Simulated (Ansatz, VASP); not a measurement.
One calculation of HfO2, two programs

INCAR

```
ALGO = Normal ; EDIFF = 1E-6
ENCUT = 520 ; GGA = PS
ISIF = 2 ; ISMEAR = 0
LASPH = True ; LCHARG = False
LREAL = False ; LWAVE = False
NBANDS = 18 ; NELM = 100
PREC = Accurate ; SIGMA = 0.05
```

Contents of KPOINTS:

```
k-points
0
Gamma
  8 8 8
```

The input POSCAR:

```
HfO2
1.0
    0.0000000000      2.5894065951      2.5220673956
    2.5220673956      0.0000000000      2.5220673956
    2.5220673956      2.5894065951      0.0000000000
Hf O
1 2
Direct
    0.0000000000      0.0000000000      0.0000000000
    0.2500000000      0.2500000000      0.2500000000
    0.7500000000      0.7500000000      0.7500000000
```

Input for Ansatz:

```yaml
crystal:
  lattice:
    - [0.0, 2.5894065951, 2.5220673956]
    - [2.5220673956, 0.0, 2.5220673956]
    - [2.5220673956, 2.5894065951, 0.0]
  atoms:
    - { symbol: Hf, position: [0.0, 0.0, 0.0] }
    - { symbol: O, position: [0.25, 0.25, 0.25] }
    - { symbol: O, position: [0.75, 0.75, 0.75] }
basis:
  ecutwfc: 520.0
kpoints:
  mp_grid: { grid: [8, 8, 8] }
hamiltonian:
  xc: pbesol
  pseudopotentials: { kind: paw, azcp: { folder: soft_1 } }
scf:
  occupations: { method: gaussian, width: 0.05 }
output:
  forces: true
  stress: true
  eigenvalues: true
```

Change from the starting cell: normal strain along x +0.0000, normal strain along y +0.0267.

Alike in both runs: task single point; functional PBEsol; k mesh 8 × 8 × 8; occupations gaussian, width 0.05 eV; no spin polarisation.

|  | VASP | Ansatz |
| --- | --- | --- |
| version | VASP 6.6.1 | Ansatz 0.2.0 |
| potentials or method | VASP PAW PBE potentials, release 64 (Hf_pv, O) | scalar-relativistic, plane waves, PAW |
| plane-wave cutoff (eV) | 520 | 520 |
| valence electrons in the cell | 22 | 38 |

VASP gave:

| Quantity | Value |
| --- | --- |
| gap on the k mesh at the Fermi level (eV) | 3.47 |
| least direct gap on the mesh (eV) | 3.51 |
| pressure (GPa) | -10.1 |
| largest component of the traceless stress (GPa) | 8.12 |

**Question.** What did Ansatz give for the same quantities?

**Answer.** gap on the k mesh at the Fermi level (eV): 3.48; least direct gap on the mesh (eV): 3.50; pressure (GPa): -6.6; largest component of the traceless stress (GPa): 7.98.

The two sets of potentials don't hold the same shells in valence. Ansatz warned: «pseudo_functional_mismatch».

Caveats: the PAW data sets were made with another functional, which shifts forces and pressure a little (VASP); spin-orbit coupling is left out, which moves the levels of the heavy elements. A k mesh can miss the band edges.
